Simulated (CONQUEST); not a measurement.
Rh:

```
Rh
1.0
     2.68397    0.00000    0.00000
     0.00000    2.68397    0.00000
     0.00000    0.00000    3.79570
Rh
2
Direct
  0.00000 0.00000 0.00000
  0.50000 0.50000 0.50000
```

```yaml
Program: CONQUEST 1.3
Task: single point
Functional: PBEsol
Potentials_or_basis: PseudoDojo NC PBEsol, DZP, grid cutoff 120 Ha
k_mesh: 10 × 10 × 7
Occupations: fermi-dirac, width 0.05 eV
Spin: no spin polarisation
```

On this cell: pressure 0.9 GPa; largest force zero by symmetry; band gap on the k mesh none (metal or under the smearing width).

The same run follows on a disturbed copy (atoms of the box moved at random, drawn with an rms of 0.05 Å):

```
Rh
1.0
     2.68397    0.00000    0.00000
     0.00000    2.68397    0.00000
     0.00000    0.00000    3.79570
Rh
2
Direct
  0.98844 0.00300 0.00240
  0.50718 0.49380 0.50029
```

Problem. What does the disturbed cell give?

Solution. The energy (extrapolated to zero smearing) moves by +5.9 meV/atom; pressure 1.3 GPa; largest force 0.426 eV/Å; band gap on the k mesh none (metal or under the smearing width).

Forces on the atoms (eV/Å):
```
Rh   0.367 -0.184 -0.096
Rh  -0.369  0.184  0.106
```

Caveats: the box holds several primitive cells, so bands are folded and the points are those of the box's own zone; the basis of atomic orbitals isn't converged, which shifts pressures, moduli and gaps; the real-space grid breaks the cell's symmetry a little (some runs).
